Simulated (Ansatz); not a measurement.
# Hf7O16: the cost of one run

Method: DFT PBEsol, scalar-relativistic, plane waves, PAW, in Ansatz 0.2.0.

3 further runs of the same task are left out: 3 set aside as unsound or not needed.

## 1. The starting structure

The structure is cubic, space group Fm-3m (No. 225). Conventional cell: a = 10.088 Å, b = 10.088 Å, c = 10.088 Å, α = 90.00°, β = 90.00°, γ = 90.00°. Hf (site symmetry mmm) is surrounded by 8 O at 2.18 Å. Hf (site symmetry m-3m) is surrounded by 8 O at 2.18 Å. O (site symmetry 3m) is surrounded by 4 Hf at 2.18 Å. O (site symmetry 3m) has 3 Hf at 2.18 Å as nearest neighbours.

Structure file:

```
Hf O
1.0
    -5.04391   -5.04391    0.00000
    -5.04391    0.00000   -5.04391
     0.00000   -5.04391   -5.04391
Hf O
7 16
Cartesian
  -2.5220 -5.0439 -2.5220
  -2.5220 -2.5220 -5.0439
  -5.0439 -5.0439 -5.0439
  0.0000 -5.0439 -5.0439
  -2.5220 -7.5659 -5.0439
  -2.5220 -5.0439 -7.5659
  -5.0439 -7.5659 -7.5659
  -3.7829 -3.7829 -3.7829
  -6.3049 -6.3049 -3.7829
  -6.3049 -3.7829 -6.3049
  -8.8268 -6.3049 -6.3049
  -3.7829 -6.3049 -6.3049
  -6.3049 -8.8268 -6.3049
  -6.3049 -6.3049 -8.8268
  -8.8268 -8.8268 -8.8268
  -1.2610 -1.2610 -1.2610
  -3.7829 -3.7829 -1.2610
  -3.7829 -1.2610 -3.7829
  -6.3049 -3.7829 -3.7829
  -1.2610 -3.7829 -3.7829
  -3.7829 -6.3049 -3.7829
  -3.7829 -3.7829 -6.3049
  -6.3049 -6.3049 -6.3049
```

It is built from the cell relaxed beforehand with the same method (10.69 Å³/atom).

## 2. The vacancy and the jump

The supercell lacks one Hf atom, at fractional position (0.000, 0.000, 0.500), and holds 23 atoms. Atom 1 (Hf), 3.57 Å away, is to jump into the empty site. The cell is fixed.

## 3. Relaxing around the vacancy

input.yaml reads:

```yaml
crystal:
  lattice:
    - [-5.0439064071, -5.0439064071, 0.0]
    - [-5.0439064071, 0.0, -5.0439064071]
    - [0.0, -5.0439064071, -5.0439064071]
  atoms:
    - { symbol: Hf, position: [0.5, 0.0, 0.5] }
    - { symbol: Hf, position: [0.0, 0.5, 0.5] }
    - { symbol: Hf, position: [0.5, 0.5, 0.5] }
    - { symbol: Hf, position: [0.0, 0.0, 1.0] }
    - { symbol: Hf, position: [0.5, 0.0, 1.0] }
    - { symbol: Hf, position: [0.0, 0.5, 1.0] }
    - { symbol: Hf, position: [0.5, 0.5, 1.0] }
    - { symbol: O, position: [0.375, 0.375, 0.375] }
    - { symbol: O, position: [0.875, 0.375, 0.375] }
    - { symbol: O, position: [0.375, 0.875, 0.375] }
    - { symbol: O, position: [0.875, 0.875, 0.375] }
    - { symbol: O, position: [0.375, 0.375, 0.875] }
    - { symbol: O, position: [0.875, 0.375, 0.875] }
    - { symbol: O, position: [0.375, 0.875, 0.875] }
    - { symbol: O, position: [0.875, 0.875, 0.875] }
    - { symbol: O, position: [0.125, 0.125, 0.125] }
    - { symbol: O, position: [0.625, 0.125, 0.125] }
    - { symbol: O, position: [0.125, 0.625, 0.125] }
    - { symbol: O, position: [0.625, 0.625, 0.125] }
    - { symbol: O, position: [0.125, 0.125, 0.625] }
    - { symbol: O, position: [0.625, 0.125, 0.625] }
    - { symbol: O, position: [0.125, 0.625, 0.625] }
    - { symbol: O, position: [0.625, 0.625, 0.625] }
basis:
  ecutwfc: 420
kpoints:
  mp_grid: { grid: [4, 4, 4] }
hamiltonian:
  xc: pbesol
scf:
  occupations: { method: gaussian, width: 0.05 }
output:
  forces: true
  stress: true
  eigenvalues: true
  write_density: true
  write_potential: true
  elf: true
  volumetric_format: npy
relax:
  adjacent_minimum: "off"
  f_tol: 0.02
  max_steps: 50
```

Command:

```
> ansatz run input.yaml --threads 4 --pin off --max-ram 9216MiB --backend cpu --events-out ev --progress --plain --runs-dir out
```

What time and memory should one allow on 4 threads of Arm Neoverse V2, shared host?

About 38 s, with a peak of 1.3 GiB.
